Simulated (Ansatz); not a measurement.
In:

```
In
1.0
    -1.62547    1.62547    2.47370
     1.62547   -1.62547    2.47370
     1.62547    1.62547   -2.47370
In
1
Direct
  0.00000 0.00000 0.00000
```

* Program: Ansatz 0.2.0
* Task: relaxation of cell and atoms
* Functional: B3LYP
* Potentials or basis: Ansatz PAW
* Cutoff: 420 eV (not typed: the program's choice for these potentials)
* k mesh: 6 × 6 × 6
* Occupations: fermi-dirac, width 0.05 eV
* Spin: no spin polarisation

At the start: volume 26.14 Å³/atom.

Question: How do energy, volume and symmetry change on relaxing?

Answer: It ends after 5 steps and the volume is 28.89 Å³/atom (+10.5 %); space group I4/mmm (No. 139, to 0.05 Å).

The path:
| step | energy change (eV) | largest force (eV/Å) | volume (Å³) |
| --- | --- | --- | --- |
| 1 | 0.0000 | 0.0000 | 26.14 |
| 2 | -0.0343 | 0.0000 | 28.44 |
| 3 | -0.0349 | 0.0000 | 28.82 |
| 4 | -0.0349 | 0.0000 | 28.89 |
| 5 | -0.0353 | 0.0000 | 28.89 |

Final structure:
```
In
1.0
    -1.66508    1.66508    2.60547
     1.66508   -1.66508    2.60547
     1.66508    1.66508   -2.60547
In
1
Cartesian
  0.0000 0.0000 0.0000
```

Caveat: the k mesh is coarse (spacing up to 0.46 Å⁻¹), so the values aren't converged, least of all with exact exchange; the plane-wave basis is chosen anew once the cell has moved, so the energies of steps on either side of that aren't comparable; the volume moved by +11 % from the deposited cell, more than functionals usually miss; the PAW data sets come from PBE, with cores solved anew for the run's functional, which leaves a small shift of forces and pressure.
